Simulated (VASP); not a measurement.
# Al (Fm-3m) in VASP: notebook, part 2 of 2

VASP 6.6.1. The steps go on from the part before.

## 4. Relaxation of cell and atoms, LDA

The input, INCAR:

```
ALGO = Fast
EDIFF = 1E-6
EDIFFG = -0.01
ENCUT = 600
IBRION = 2
ISIF = 3
ISMEAR = -1
LASPH = True
LCHARG = False
LREAL = False
LWAVE = False
NELM = 80
NSW = 60
PREC = Accurate
SIGMA = 0.05
```

The input, KPOINTS:

```
k-points
0
Gamma
  27 27 27
```

The input, POSCAR:

```
Al
1.0
    0.0000000000      2.0248050000      2.0248050000
    2.0248050000      0.0000000000      2.0248050000
    2.0248050000      2.0248050000      0.0000000000
Al
1
Direct
    0.0000000000      0.0000000000      0.0000000000
```

Potentials or basis: VASP PAW LDA potentials, release 64 (Al).

The run is started by

```bash
$ cat potpaw_LDA.64/Al/POTCAR > POTCAR
$ mpirun -np 1 vasp_std > vasp.out
```

OUTCAR:

```text
EDIFF = 1E-6
   EDIFFG = -0.01
   ENCUT = 600
   IBRION = 2
   ISIF = 3
   ISMEAR = -1
   LASPH = True
   LREAL = False
   NELM = 80
   NSW = 60
   PREC = Accurate

 ion  position               nearest neighbor table
   1  0.000  0.000  0.000-

  LATTYP: Found a face centered cubic cell.
 ALAT       =     4.0496100000

  Lattice vectors:

 A1 = (   0.0000000000,   2.0248050000,   2.0248050000)
 A2 = (   2.0248050000,   0.0000000000,   2.0248050000)
 A3 = (   2.0248050000,   2.0248050000,   0.0000000000)

Analysis of symmetry for initial positions (statically):
=====================================================================
 Subroutine PRICEL returns:
 Original cell was already a primitive cell.

 Routine SETGRP: Setting up the symmetry group for a
 face centered cubic supercell.

 Subroutine GETGRP returns: Found 48 space group operations
 (whereof 48 operations were pure point group operations)
 out of a pool of 48 trial point group operations.

The static configuration has the point symmetry O_h .

Analysis of symmetry for dynamics (positions and initial velocities):
=====================================================================
 Subroutine PRICEL returns:
 Original cell was already a primitive cell.

 Routine SETGRP: Setting up the symmetry group for a
 face centered cubic supercell.

 Subroutine GETGRP returns: Found 48 space group operations
 (whereof 48 operations were pure point group operations)
 out of a pool of 48 trial point group operations.

The dynamic configuration has the point symmetry O_h .

 Subroutine INISYM returns: Found 48 space group operations
 (whereof 48 operations are pure point group operations),
 and found     1 'primitive' translations

----------------------------------------------------------------------------------------

                                     Primitive cell

  volume of cell :      16.6027

[... 118 lines left out ...]
 non-spin polarized calculation
 RMM-DIIS sequential band-by-band and
  energy-cutoff  :      600.00
  volume of cell :       16.60
 maximum number of plane-waves:       568
   NGX = 11   NGY = 11   NGZ = 11

--------------------------------------- Ionic step        1  -------------------------------------------

 number of electron       3.0000000 magnetization

 Free energy of the ion-electron system (eV)
  ---------------------------------------------------
  ext. energy  EPLUGINS =         0.00000000
  ---------------------------------------------------
  free energy    TOTEN  =        -4.18442742 eV

  energy without entropy =       -4.18111682  energy(sigma->0) =       -4.18277212

------------------------ aborting loop because EDIFF is reached ----------------------------------------

  FORCE on cell =-STRESS in cart. coord.  units (eV):
  Direction    XX          YY          ZZ          XY          YZ          ZX
  --------------------------------------------------------------------------------------
  -------------------------------------------------------------------------------------
  Total       -0.3802624     -0.3802624     -0.3802624      0.0000000      0.0000000     -0.0000000
  in kB      -36.6956302    -36.6956302    -36.6956302      0.0000000      0.0000000     -0.0000000
  external PRESSURE =     -36.6956302 kB  Pullay stress =       0.0000000 kB
[... 57 lines left out ...]
--------------------------------------- Ionic step        3  -------------------------------------------

 number of electron       3.0000000 magnetization

 Free energy of the ion-electron system (eV)
  ---------------------------------------------------
  ext. energy  EPLUGINS =         0.00000000
  ---------------------------------------------------
  free energy    TOTEN  =        -4.19385725 eV

  energy without entropy =       -4.19076886  energy(sigma->0) =       -4.19231305

 E-fermi :   8.2280     XC(G=0): -10.5012

 val. band max:        8.2246274944   @ k =   0.4815   0.2593   0.0000
 cond. band min:       8.2363921595   @ k =  -0.4444   0.3333   0.1111
 fundamental gap:      0.0117646650
 Fermi energy:         8.2280058109

 k-point     1 :       0.0000    0.0000    0.0000
  band No.  band energies     occupation
      1      -3.1572      2.00000
      2      21.0402      0.00000
      3      21.0402      0.00000
      4      21.0402      0.00000
      5      22.6895      0.00000
[... 177 lines left out ...]
 k-point    24 :       0.3704    0.0370    0.0000
  band No.  band energies     occupation
      1       0.4057      2.00000
      2       7.9400      1.99372
      3      18.4865      0.00000
      4      19.6273      0.00000
      5      20.4621      0.00000

 [... further k-points ...]

------------------------ aborting loop because EDIFF is reached ----------------------------------------

  FORCE on cell =-STRESS in cart. coord.  units (eV):
  Direction    XX          YY          ZZ          XY          YZ          ZX
  --------------------------------------------------------------------------------------
  -------------------------------------------------------------------------------------
  Total        0.0004820      0.0004820      0.0004820      0.0000000     -0.0000000      0.0000000
  in kB        0.0488264      0.0488264      0.0488264      0.0000000     -0.0000000      0.0000000
  external PRESSURE =       0.0488264 kB  Pullay stress =       0.0000000 kB
[... 16 lines left out ...]
  FREE ENERGIE OF THE ION-ELECTRON SYSTEM (eV)
  ---------------------------------------------------
  free  energy   TOTEN  =        -4.1938572479 eV

  energy  without entropy=       -4.1907688567  energy(sigma->0) =       -4.19231305

 reached required accuracy - stopping structural energy minimisation
```

It took 96 s on 1 thread of AMD EPYC 7R43 (Zen 3), shared host; peak memory 0.13 GiB.

Results:

```
Free energy                            : -4.1939 eV
Relaxed volume                         : 15.82 Å³/atom
Relaxed cell                           : a = 2.818 Å, b = 2.818 Å, c = 2.818 Å, α = 60.00°, β = 60.00°, γ = 60.00°
Space group after relaxing (to 0.05 Å) : Fm-3m (No. 225)
Energy gained by relaxing              : 9.4 meV/atom
Ionic steps                            : 3
Pressure after relaxing                : 0.0 GPa
Band gap on the k mesh                 : none (metal or under the smearing width)
```

Step by step:
```
step  energy change (eV)  largest force (eV/Å)  pressure (GPa)  volume (Å³)
   1              0.0000                0.0000           -3.67        16.60
   2             -0.0092                0.0000            0.61        15.71
   3             -0.0094                0.0000            0.00        15.82
```

Final structure:
```xyz
1
Lattice="0.0000 1.9923 1.9923 1.9923 0.0000 1.9923 1.9923 1.9923 0.0000" Properties=species:S:1:pos:R:3 pbc="T T T"
Al    0.0000    0.0000    0.0000
```

LDA usually gives volumes a few per cent too small. Zero-point motion and thermal expansion aren't in these numbers.

## 5. Relaxation of cell and atoms, r2SCAN

The input, INCAR:

```
SYSTEM = Al
ALGO = Normal
EDIFF = 1E-6
EDIFFG = -0.005
ENCUT = 600
IBRION = 2
ISIF = 3
ISMEAR = -1
LASPH = .TRUE.
LCHARG = .FALSE.
LMIXTAU = .TRUE.
LREAL = .FALSE.
LWAVE = .FALSE.
METAGGA = R2SCAN
NELM = 100
NSW = 40
PREC = Accurate
SIGMA = 0.05
```

The input, KPOINTS:

```
k-points
0
G
  27 27 27
  0 0 0
```

POSCAR is that of step 4.

Potentials or basis: VASP PAW PBE potentials, release 64 (Al).

The run is started by

```bash
$ cat potpaw_PBE.64/Al/POTCAR > POTCAR
$ mpirun -np 1 vasp_std > vasp.out
```

OUTCAR:

```text
SYSTEM = Al
   EDIFF = 1E-6
   EDIFFG = -0.005
   ENCUT = 600
   IBRION = 2
   ISIF = 3
   ISMEAR = -1
   LASPH = .TRUE.
   LREAL = .FALSE.
   METAGGA = R2SCAN
   NELM = 100
   NSW = 40
   PREC = Accurate

 ion  position               nearest neighbor table
   1  0.000  0.000  0.000-

  LATTYP: Found a face centered cubic cell.
 ALAT       =     4.0496100000

  Lattice vectors:

 A1 = (   0.0000000000,   2.0248050000,   2.0248050000)
 A2 = (   2.0248050000,   0.0000000000,   2.0248050000)
 A3 = (   2.0248050000,   2.0248050000,   0.0000000000)

Analysis of symmetry for initial positions (statically):
=====================================================================
 Subroutine PRICEL returns:
 Original cell was already a primitive cell.
[... 247 lines left out ...]

  energy without entropy =       -6.73707540  energy(sigma->0) =       -6.73855559

 E-fermi :   8.4452     XC(G=0): -11.0541

 val. band max:        8.4288176056   @ k =  -0.3333   0.4444   0.1111
 cond. band min:       8.4860225459   @ k =  -0.3704   0.4074   0.0741
 fundamental gap:      0.0572049403
 Fermi energy:         8.4451504594

 k-point     1 :       0.0000    0.0000    0.0000
  band No.  band energies     occupation
      1      -3.6868      2.00000
      2      21.9833      0.00000
      3      21.9833      0.00000
      4      21.9833      0.00000
      5      24.2094      0.00000
[... 177 lines left out ...]
 k-point    24 :       0.3704    0.0370    0.0000
  band No.  band energies     occupation
      1       0.0981      2.00000
      2       8.1298      1.99636
      3      19.4317      0.00000
      4      20.5761      0.00000
      5      21.6188      0.00000

 [... further k-points ...]

------------------------ aborting loop because EDIFF is reached ----------------------------------------

  FORCE on cell =-STRESS in cart. coord.  units (eV):
  Direction    XX          YY          ZZ          XY          YZ          ZX
  --------------------------------------------------------------------------------------
  -------------------------------------------------------------------------------------
  Total        0.0033731      0.0033731      0.0033731      0.0000000      0.0000000      0.0000000
  in kB        0.3407521      0.3407521      0.3407521      0.0000000      0.0000000      0.0000000
  external PRESSURE =       0.3407521 kB  Pullay stress =       0.0000000 kB
[... 16 lines left out ...]
  FREE ENERGIE OF THE ION-ELECTRON SYSTEM (eV)
  ---------------------------------------------------
  free  energy   TOTEN  =        -6.7400357785 eV

  energy  without entropy=       -6.7370754012  energy(sigma->0) =       -6.73855559

 reached required accuracy - stopping structural energy minimisation
```

Wall time 6.3 min (1 thread of AMD EPYC 9R45 (Zen 5), shared host); peak memory 0.15 GiB.

What came out:

```
Free energy                            : -6.7400 eV
Relaxed volume                         : 15.86 Å³/atom
Relaxed cell                           : a = 2.820 Å, b = 2.820 Å, c = 2.820 Å, α = 60.00°, β = 60.00°, γ = 60.00°
Space group after relaxing (to 0.05 Å) : Fm-3m (No. 225)
Energy gained by relaxing              : 9.2 meV/atom
Ionic steps                            : 3
Pressure after relaxing                : 0.0 GPa
Band gap on the k mesh                 : none (metal or under the smearing width)
```

Step by step:
```
step  energy change (eV)  largest force (eV/Å)  pressure (GPa)  volume (Å³)
   1              0.0000                0.0000           -3.79        16.60
   2             -0.0086                0.0000            1.13        15.68
   3             -0.0092                0.0000            0.03        15.86
```

Final structure:
```
Al
1.0
     0.00000    1.99414    1.99414
     1.99414    0.00000    1.99414
     1.99414    1.99414    0.00000
Al
1
Direct
  0.00000 0.00000 0.00000
```

Levels at points of the mesh, in eV from the Fermi level:
```csv
k point,band 1,band 2,band 3,band 4,band 5
"(0.00, 0.00, 0.00)",-12.13,13.54,13.54,13.54,15.76
```

Caveat: the PAW data sets were made with another functional, which shifts forces and pressure a little.

## 6. Overview

```tsv
level	potentials or basis	gap on the mesh (eV)	pressure (GPa)	relaxed volume (Å³/atom)
PBEsol	VASP PAW PBE potentials, release 64 (Al)	none	0.0	16.19
PBE	VASP PAW PBE potentials, release 64 (Al)	none	0.1	16.46
LDA	VASP PAW LDA potentials, release 64 (Al)	none	0.0	15.82
r2SCAN	VASP PAW PBE potentials, release 64 (Al)	none	0.0	15.86
```

Alike in all rows: task relaxation of cell and atoms; no spin polarisation; cell relaxed; k mesh 27 × 27 × 27; cutoff (eV) 600; smearing fermi-dirac 0.05 eV.

Caveats: the PAW data sets were made with another functional, which shifts forces and pressure a little (some runs).

Absolute energies hang on the potentials; compare differences alone.
